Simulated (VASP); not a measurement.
A run of VASP 6.6.1 is set up as follows.

Contents of INCAR:

```
PREC = Accurate ; ENCUT = 500
EDIFF = 1E-6 ; ISMEAR = 0
SIGMA = 0.01 ; LREAL = F
LASPH = T ; NELM = 120
ALGO = Normal ; ISIF = 2
LWAVE = F ; LCHARG = F
GGA = PS ; NBANDS = 17
ISYM = 0 ; GGA_COMPAT = F
```

File KPOINTS:

```
Automatic mesh
0
Gamma
  6 6 6
  0 0 0.5
```

The input POSCAR:

```
PbSe
1.0
    0.0000000000      3.0696893639      3.0696893639
    3.0696893639      0.0000000000      3.0696893639
    3.0696893639      3.0696893639      0.0000000000
Pb Se
1 1
Direct
    0.0000000000      0.0000000000      0.0000000000
    0.5000000000      0.5000000000      0.5000000000
```

Potentials or basis: VASP PAW PBE potentials, release 64 (Pb_d, Se).

Launch:

```sh
$ cat potpaw_PBE.64/Pb_d/POTCAR potpaw_PBE.64/Se/POTCAR > POTCAR
$ mpirun -np 1 vasp_std > vasp.out
```

(1) Predict the band gap on the k mesh.

(2) Predict the pressure.

## Answers

(1) 0.96 eV, direct.

(2) -0.9 GPa.

Caveat: the PAW data sets were made with another functional, which shifts forces and pressure a little; spin-orbit coupling is left out, which moves the levels of the heavy elements.

**The experiment to reproduce.**

A printed reference work, monograph reports, for a bulk crystal of PbSe at 300 K: band gap 0.28 eV (direct).

Measured gap of PbSe: 0.28 eV (direct; 300 K; a printed reference work, monograph). This calculation gives 0.96 eV (+0.68 eV). 2 values of this kind are on record (0.15 to 0.28 eV); this one was drawn at random. Spin-orbit coupling on Pb, Se is left out. The value is that of PBEsol on a finite k mesh, which can miss the band edges, without temperature or zero-point motion.
